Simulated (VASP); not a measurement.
Set up this calculation in VASP 6.6.1, as the native input.

```yaml
Task: relaxation of cell and atoms
Functional: PBE
Dispersion: D4
Potentials_or_basis: VASP PAW PBE potentials, release 64 (N, B)
Cutoff: 600 eV
k_mesh: 13 × 13 × 13
Occupations: fermi-dirac, width 0.05 eV
Spin: no spin polarisation
Further_INCAR_settings: ALGO = Normal; EDIFF = 1e-07; IBRION = 2; EDIFFG = -0.005; NSW = 40; ISIF = 3
```

The structure of BN lies in POSCAR:

```
BN
1.0
    0.0000000000      1.8130010000      1.8130010000
    1.8130010000      0.0000000000      1.8130010000
    1.8130010000      1.8130010000      0.0000000000
N B
1 1
Direct
    0.2500000000      0.2500000000      0.2500000000
    0.0000000000      0.0000000000      0.0000000000
```

The cell is a database's computed one.

One way to write it, as run:

INCAR

```
SYSTEM = BN
ALGO = Normal
EDIFF = 1E-7
EDIFFG = -0.005
ENCUT = 600
GGA = PE
IBRION = 2
ISIF = 3
ISMEAR = -1
IVDW = 13
LASPH = .True.
LCHARG = .False.
LREAL = .False.
LWAVE = .False.
NELM = 80
NSW = 40
PREC = Accurate
SIGMA = 0.05
```

KPOINTS

```
k-points
0
Gamma
  13 13 13
  0 0 0
```

Potentials or basis: VASP PAW PBE potentials, release 64 (N, B).

Run with:

```bash
$ cat potpaw_PBE.64/N/POTCAR potpaw_PBE.64/B/POTCAR > POTCAR
$ mpirun -np 1 vasp_std > vasp.out
```

Results of the run:

| Item | Value |
| --- | --- |
| Relaxed volume | 5.86 Å³/atom |
| Relaxed cell | a = 2.550 Å, b = 2.550 Å, c = 2.550 Å, α = 60.00°, β = 60.00°, γ = 60.00° |
| Space group after relaxing (to 0.05 Å) | F-43m (No. 216) |
| Energy gained by relaxing | 1.8 meV/atom |
| Ionic steps | 3 |
| Pressure after relaxing | 0.0 GPa |
| Band gap on the k mesh | 4.54 eV, indirect (least direct gap 8.85 eV) |
| Dispersion energy per atom | -0.240 eV |

Caveat: an odd mesh through Γ misses points on the zone boundary, where band edges often lie.

Run time: 13 s on 1 thread of Intel(R) Xeon(R) 6975P-C (Granite Rapids), with other jobs on the host, peak memory 0.12 GiB.
